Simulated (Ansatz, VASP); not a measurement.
## Two plane-wave programs on WC

```xyz
2
Lattice="2.9292 0.0000 0.0000 -1.4646 2.5368 0.0000 0.0000 0.0000 2.8570" Properties=species:S:1:pos:R:3 pbc="T T T"
W     0.0000    0.0000    0.0000
C     1.4646    0.8456    1.4285
```

Change from the starting cell: volume scaled by 1.03, PAW files.

Alike in both runs: task electric field gradients; functional PBEsol; k mesh 13 × 13 × 12; occupations fermi-dirac, width 0.05 eV; no spin polarisation.

|  | VASP | Ansatz |
| --- | --- | --- |
| version | VASP 6.6.1 | Ansatz 0.2.0 |
| potentials or method | VASP PAW PBE potentials, release 64 (W_sv, C) | PAW with Ansatz's default frozen-core files, scalar-relativistic |
| plane-wave cutoff (eV) | 520 | 420 |
| valence electrons in the cell | 18 | 18 |

```tsv
	VASP	Ansatz	Ansatz less VASP
pressure (GPa)	-11.0	-12.1	-1.12
largest component of the traceless stress (GPa)	1.21	1.44	+0.225
Vzz of the field gradient on the site that differs most (V/Å²)	-135.4	-131.2	+4.18
```

Ansatz warned: «gradients_without_spin_orbit».

Caveats: the PAW data sets were made with another functional, which shifts forces and pressure a little (VASP). Spin-orbit coupling is left out, which matters for the levels of W.
